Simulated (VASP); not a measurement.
A run of VASP 6.6.1 is set up as follows.

File INCAR:

```
SYSTEM = Ag
PREC = Accurate
ENCUT = 520
EDIFF = 1E-6
ISMEAR = 0
SIGMA = 0.016
LREAL = .False.
LASPH = .True.
NELM = 100
ALGO = Normal
ISIF = 2
LWAVE = .False.
LCHARG = .False.
GGA = PE
```

Contents of KPOINTS:

```
regular mesh
0
Gamma
  11 11 11
  0 0 0
```

File POSCAR:

```
Ag
1.0
    0.0000000000      2.0427500000      2.0427500000
    2.0427500000      0.0000000000      2.0427500000
    2.0427500000      2.0427500000      0.0000000000
Ag
1
Direct
    0.0000000000      0.0000000000      0.0000000000
```

Potentials or basis: VASP PAW PBE potentials, release 64 (Ag).

Launch:

```console
$ cat potpaw_PBE.64/Ag/POTCAR > POTCAR
$ mpirun -np 1 vasp_std > vasp.out
```

**Question.** What does it give for the pressure?

**Answer.** 4.1 GPa.

**Question.** What does it give for the band gap on the k mesh?

**Answer.** None (metal or under the smearing width).
